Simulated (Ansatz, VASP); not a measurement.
## Si12O23 (V_O) in two plane-wave programs

One calculation is typed for both programs; each brings its own data sets. How far apart do they land? The cell is taken from a series of runs on this material, whose earlier steps may have relaxed, scaled, displaced or heated it; both programs get it as it stands.

Calculated with Ansatz 0.2.0; plane waves, with VASP 6.6.1 beside it; single point at HSE06.

**1. The structure**

The cell holds 35 atoms: 12 Si and 23 O. Its edges and angles: a = 7.355 Å, b = 7.355 Å, c = 9.897 Å, α = 70.3°, β = 70.3°, γ = 71.3°. It derives from SiO2 (SiO2 (P3_121)). Nearest the centre at fractional (0.465, 0.320, 0.474): Si8 at 1.44 Å, Si4 at 1.65 Å, O34 at 2.15 Å, O27 at 2.40 Å, O29 at 2.50 Å, O20 at 2.55 Å, O19 at 2.59 Å, O23 at 2.64 Å. The cell carries charge +1.

Structure file:

```xyz
35
Lattice="-2.4742 4.2854 5.4413 4.9484 0.0000 5.4413 4.9484 8.5709 0.0000" Properties=species:S:1:pos:R:3 pbc="T T T"
Si    1.3057    2.2578    0.0637
Si    1.3972    2.3671    5.5300
Si    3.8095    2.0113    3.6746
Si    1.2764    6.3993    3.6730
Si    4.8222    4.3252    7.2681
Si   -0.0962    4.3022    7.3097
Si    8.6317    6.4933    5.4258
Si    3.6512    6.4700    5.3409
Si    6.2058    6.1773    3.4472
Si    3.8452   10.6307    3.6741
Si    7.4604    8.6655    7.2642
Si    2.2723    8.4996    7.1427
O     2.8218    6.0599    9.7340
O     5.7367    3.6644    6.1175
O     0.9425    3.7880    6.1695
O     3.8810    3.0718    2.4388
O     3.8865    3.2810    8.0399
O     1.4081    1.1479    1.2258
O     3.8472    5.4447    6.5565
O     0.8568    5.0510    2.9234
O     0.7455    4.8977    8.5610
O     2.8440    2.6184    4.8322
O     0.3309    6.8266    4.8873
O     5.2595   10.4566    4.4319
O     5.0115   10.2637    9.8402
O     8.2010    7.9252    6.0408
O     3.0476    7.8732    5.8208
O     6.4002    7.3615    2.3754
O     6.5638    7.5729    8.0996
O     3.7783    5.4030    1.1968
O     6.4581    9.8023    6.6957
O     3.5878    9.2545    2.8639
O     3.4213    9.0554    8.1450
O     4.8653    6.5713    4.3275
O     2.6438   10.9301    4.7110
```

**2. Ansatz: single point, HSE06**

Ansatz runs on its PAW soft_1 files.

A single point gives forces, pressure and levels at one fixed geometry, so differences don't come from the geometry; what else differs is listed under the comparison.

The input, input.yaml:

```yaml
crystal:
  checkpoint: "../qp1_M1.relax.run"
  host: checkpoint
total_charge: 1
basis:
  ecutwfc: 420
  xc_grid: 2
hamiltonian:
  xc: hse06
  pseudopotentials: { kind: paw, azcp: { folder: soft_1 } }
kpoints:
  mp_grid: { grid: [1, 1, 1], shift: [0.25, 0.25, 0.25] }
magnetization:
  spin_polarized: true
  initial_magnetization: 1
  spin_locking: { lock_magnetization: hard }
scf:
  occupations: { method: fixed }
  max_iter: 100
output:
  forces: true
  charged_corrections:
    epsilon: [2.49, 2.49, 2.52]
    static_epsilon: [4.64, 4.64, 4.86]
    defect_position: [0.465395, 0.319993, 0.473546]
  eigenvalues: true
checkpoint:
  read: "../qp1_M1.relax.run"
  write: "../qp1_M1.hybq.run"
  compress: false
  write_wavefunctions: false
  write_every: 100000
```

Launch:

```console
$ ansatz run input.yaml --threads 8 --pin off --max-ram 18841MiB --backend cpu --events-out ev --progress --plain --runs-dir out
```

Numbers of over 12 decimals in the logs are rounded to 6 here.

The program printed:

```text
Warning: kpoints.mp_grid.shift: disabling space-group detection — at a shift other than 0 and half a step a hybrid functional's run that is held to the crystal's symmetry can end above its lowest state, and by default nothing tells of it, so the full k-mesh is solved, and no spatial operation symmetrises the density, except that the density of a phonon batch's undisplaced supercell is averaged over the supercell's ow [...]
Warning: checkpoint.read: hamiltonian.xc differs: saved pbesol, current hse06; the SCF iterates under this deck's functional from the saved state
crystal.checkpoint: the structure is that of <dir>, a `relax` run, at its step 9: its result, under pbesol at a charge of 1 e; 35 atoms read, 0 with a starting moment; this deck's functional is hse06; crystal.structure_sha256 for this input is
exact exchange: scf.exx.singularity resolves to wigner_seitz, which cuts the screened interaction at the faces of the exchange supercell's Wigner-Seitz cell, so that each pair interacts once, at the shortest of its separations (the periodic images that this leaves out come, for a point-like exchange hole, to about 0.077 eV on a filled level). The cut falls within the interaction's reach, and what an exchange supercel [...]
Engine: ansatz 0.2.0, aarch64-unknown-linux-gnu
Pseudopotentials: kind: paw
Pseudopotential: Si, paw, valence charge 4, recommended cutoff 420 eV (normal), soft_1/Si.paw.azcp
Pseudopotential: O, paw, valence charge 6, recommended cutoff 420 eV (normal), soft_1/O.paw.azcp
Functional definition: HSE06
  parameter a = 0.25
  parameter omega = 0.11/bohr
  exchange = pbe_x - a*pbe_x_sr(omega) + a*exact_x_sr(omega)
  correlation = pbe_c
davidson cushion auto → on  (no smearing: the cushion is to keep the highest requested band from converging to the state above it; pin scf.eigensolver.cushion to override)
Crystal: 35 atoms, lattice volume = 461.557 Å³
Basis set: ecut = 420 eV, 8991 PW (Γ), exchange–correlation on 100×100×144 points (8 copies of the dense FFT grid, shifted against one another)
Bands: 128, of which v1, the nominal top of the filled ones, is band 93 counted from 1 (92 counted from 0)
Symmetry: 1 space group operations
k-points: 1
Non-local potential: Si, projectors of the file, l = 0: 2, l = 1: 2, l = 2: 1
Non-local potential: O, projectors of the file, l = 0: 2, l = 1: 2, l = 2: 1
PAW form: soft (Blöchl's): semilocal exchange-correlation on the pseudo side does not see the compensation charge
PAW frozen core: Si, regenerated for the run's functional, and the local potential with it (the file was generated under x = pbe(κ = 0.804, μ = 0.219515), c = pbe(β = 0.066725))
PAW frozen core: O, regenerated for the run's functional, and the local potential with it (the file was generated under x = pbe(κ = 0.804, μ = 0.219515), c = pbe(β = 0.066725))
PAW one-centre angular grid: Si, 110 points (default); XC on 64 Gauss nodes
PAW one-centre angular grid: O, 110 points (default); XC on 96 Gauss nodes
Initial density: read from a saved state, or passed on in memory by an earlier SCF of this step, an earlier step, the calling program or the single point that the run made first
Starting moments: Σ|m| = 1 μB on 35 of 35 sites; this step starts from the density that it was given
Initial wavefunctions: pseudopotential atomic-orbital guess
Functional: x = pbe(κ = 0.804, μ = 0.219515), c = pbe(β = 0.066725), warm-up for x = pbe(κ = 0.804, μ = 0.219515) + 0.25 (exact − pbe) at short range (hse, ω = 0.207870 Å⁻¹), c = pbe(β = 0.066725); HSE06 as pw.x's `hse` composes it (authors' and Libxc's form: `xc: wpbeh`)
iter 1 solved again at ethr=2.51e-4 eV; its pass at ethr=1.00e-1 eV (dr2=4.64e-1 eV) is discarded
[...]
SCF iter   5: F=—  HF=-20725.737253 eV  |F-HF|=—  |Δ(HF+E_count)|=   2.83e-9  Δρ=6.06e-7 (↑6.06e-7 ↓5.96e-7)  dr2=4.32e-9  dr2_m=1.77e-10  M=1.000 μB ∫|m|=1.059 μB  β_m=0.64  ethr=1.27e-11  ⟨swp⟩=7.0  Hψ=717  notcnv=0  defer=4
SCF iter   6: F=-20725.737253 eV  HF=-20725.737253 eV  |F-HF|=1.49e-10  |Δ(HF+E_count)|=   1.20e-9  Δρ=2.61e-7 (↑2.01e-7 ↓2.61e-7)  dr2=3.54e-10  dr2_m=4.40e-11  M=1.000 μB ∫|m|=1.059 μB  ethr=2.25e-12  ⟨swp⟩=6.5  Hψ=762  notcnv=0  defer=8
SCF 3 converged in 6 iterations: F = -20725.737253 eV  dr2 = 3.54e-10
  Residual-converged pass: ⟨swp⟩=3.0  Hψ=561  notcnv=0  max |occ|·‖R‖ = 2.2e-7 eV (tolerance 2.7e-7 eV)  dr2=3.58e-10  dr2_m=4.43e-11  dr2_onsite=3.78e-11  max |Δocc| = 0.0e0
hybrid outer 2: dexx = +1.194e-6 eV, tail = 1.26e-8 eV, Δε = 1.39e-3 eV (about 1.74e-5 eV left of the loop's levels), ΔF = 3.00e-3 eV/Å (tail 1.73e-4)
this state was not tested for a lower state beside it, because the functional holds exact exchange (a hybrid, or Hartree-Fock), whose exchange loop this test does not read (fock_operator); the stability check (scf.self_checks: high) cannot read this state: a pseudopotential is PAW: the check reads norm-conserving sets alone
hybrid SCF converged: 2 outer / 12 inner (+4 warm-up), last move |dexx| = 1.19e-6 eV, tail = 1.26e-8 eV
Magnetization: 1.0000 μB (93.0000 up, 92.0000 down)
Absolute magnetization: 1.0625 μB (∫|ρ↑−ρ↓|, with the PAW one-centre terms)
Spin contamination: 0.0019 ħ² per cell (⟨S²⟩ above its minimum at these occupations)
Per-site moments (μB) at R_I (Å): [(0.00135962, 0.664211), (0.000103237, 0.667324), (3.936352107131128e-5, 0.666818), (0.033329, 0.655081), (0.00203605, 0.660197), (4.240959519917993e-5, 0.667494), (0.00147217, 0.667870), (0.00137909, 0.664733), (0.000779916, 0.669537), (0.000167668, 0.664886), (0.0011444, 0.660197), (-0.00015919, 0.664211), (0.024099, 0.660953), (0.023973, 0.659485), (0.00011788, 0.666818), (0.00039 [...]
Free energy (F): -20725.737253 eV
Frozen-core exchange: fock
Harris-Foulkes:  -20725.737253 eV  (|F-HF|=1.49e-10)
Internal energy: -20725.737253 eV  (E = F + TS)
E sigma→0 (E₀):  -20725.737253 eV
Fermi energy:    1.773825 (↑ 1.773825, ↓ 0.942258) eV
--- Per-component energies (eV) ---
  E_band       = -1183.566082
  E_kinetic    = 4497.340028
  E_local      = -11619.879241  (includes V_loc(G=0)·N_el)
  E_nonlocal   = 1429.133605
  E_hartree    = 4294.595038
  E_xc         = -1873.864615
  E_vxc        = -2141.041858  (∫ρ·V_xc dr)
  E_exx        = -529.501751  (= α·E_x^exact, valence–valence)
  E_paw        = -9837.013606  (= ΣΔE_a)
  E_vpaw       = -879.324418  (= ΣTr[D̂ρ^β])
  E_aug_tail   = 0.018936  (compensation charges beyond the density's cutoff)
  E_ewald      = -7085.243077
  E_core_change = -1.322572  (= ΣΔE_core)
  E_smearing   = -0.000000  (= −TS)
  E_closure    = 0.000001  (closes the sum)
  E_deformation_potential = 11.452803  (in the stress; not in F)
  Σ components = -20725.737253   (vs F -20725.737253, Δ=3.64e-12)
--- Forces (eV/Å), atoms counted from 1 ---
  atom   1  Si     0.01759051     0.02284034    -0.00381280
  atom   2  Si    -0.01011712     0.01436611     0.00468849
  atom   3  Si     0.02330564    -0.03545231    -0.00502038
  atom   4  Si    -0.43748660     0.14512832    -0.24530525
  atom   5  Si    -0.02728660    -0.03909502     0.00829176
  atom   6  Si    -0.03675261    -0.00904413     0.03302950
  atom   7  O     -0.12330946     0.17724500     0.14554346
  atom   8  O     -0.12789656    -0.15958766     0.14834487
  atom   9  O     -0.14329232    -0.21551022     0.10464861
  atom  10  O      0.18812497     0.03066140     0.10648498
  atom  11  O      0.24885829    -0.01267290     0.04362486
  atom  12  O      0.20230708     0.02617748    -0.13640040
  atom  13  O      0.11522495     0.07185576    -0.27323193
  atom  14  O     -0.02289050     0.26276848     0.02215453
  atom  15  O     -0.06932152     0.20714974    -0.17622702
  atom  16  O     -0.10631354    -0.20066993    -0.11010762
  atom  17  O      0.02665577    -0.24250451    -0.24308288
  atom  18  Si    -0.01867366     0.01435473    -0.00105881
  atom  19  Si     0.38715625     0.25234961     0.26365106
  atom  20  Si     0.02399202    -0.01731669    -0.00005617
  atom  21  Si    -0.00853448    -0.04044489     0.01024112
  atom  22  Si     0.00517273    -0.04109510     0.00573338
  atom  23  Si     0.02075436     0.00848253    -0.01773520
  atom  24  O     -0.05426847     0.16767586     0.08243653
[...]
atom  28  O      0.18449808    -0.01372378     0.12496929
  atom  29  O      0.11660109    -0.17633354     0.17599165
  atom  30  O      0.22518086    -0.03282349    -0.12228764
  atom  31  O      0.21914114     0.00982731    -0.13904388
  atom  32  O     -0.23287536     0.19386690    -0.08312260
  atom  33  O     -0.22683866     0.19967386    -0.05755961
  atom  34  O     -0.17228236    -0.15133592     0.14818267
  atom  35  O     -0.04499970    -0.11108235    -0.07454849
  max |Σ_I F_I| component: 1.49e-5 eV/Å
--- Charged-cell corrections in eV (Makov–Payne, q = +1.000 e, ε = [2.490, 2.490, 2.520] of the electrons, [4.640, 4.640, 4.860] with the ions) ---
  F (periodic)     = -20725.737253  (uncorrected; the corrections below are reported, never added to it)
  E_corr1          = +1.044307  (monopole, q²α_M/2ε̄L, of the cell on which ε is isotropic)
  F Makov-Payne    = n/a  (the rows are of the electrons' constant alone; ansatz place-levels tells what screens the charge)
  no potential alignment in this run, which stands beside a crystal: run the host's input off ansatz write-host-input, and read the two finished runs by ansatz place-levels (neither reads a slab, a wire or a sheet, whose cell leaves a vacuum)
--- Band table (eV) ---
  k-point 0 ↑: bands = [... 89 lower, 0.6958, 0.7913, 0.9375, 1.7738, 8.1206, 9.2452, 10.0874, 10.3252, ... 31 higher]
  k-point 0 ↓: bands = [... 89 lower, 0.7048, 0.8050, 0.9423, 4.5201, 8.9675, 9.5455, 10.5159, 10.7462, ... 31 higher]
```

[end of part 1 of 2]

[Lines on the potential files, build, host, timing and source positions are cut from VASP's logs without a mark.]

[Logs are printed without paths, hosts, clocks, repeated set-up lines and the standing remarks that a program may print on its own settings, such as how far it seeks lower states.]

[Hosts, paths, dates, database ids (printed as entryN), source tags and the programs' standing remarks are cut or masked in the printed files.]
